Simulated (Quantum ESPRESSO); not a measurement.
Ta: phonon spectrum and thermodynamics under several settings

```
CELL_PARAMETERS angstrom
-1.65128 1.65128 1.65128
1.65128 -1.65128 1.65128
1.65128 1.65128 -1.65128
ATOMIC_POSITIONS crystal
Ta 0.00000 0.00000 0.00000
```

All runs used Quantum ESPRESSO 7.5; k mesh 12 × 12 × 12; relaxed cell; no spin polarisation; cutoff 789 eV; occupations cold, width 0.2 eV; q mesh 3 × 3 × 3.

```csv
level,potentials,volume (Å³/atom),highest frequency (cm⁻¹),zero-point energy (meV/atom),entropy at room temperature (k_B/atom)
LDA,PseudoDojo 0.4.1 SR LDA standard,16.99,162,21.8,4.84
PBE,PseudoDojo 0.4.1 SR PBE standard,?,?,?,?
```

**Question.** What stands in the row left open?

**Answer.** Volume 18.22 Å³/atom; highest frequency 145 cm⁻¹; zero-point energy 19.2 meV/atom; entropy at room temperature 5.22 k_B/atom.

For the row left open. Caveat: the q mesh is small, so phonon branches between its points and thermal values are rough.
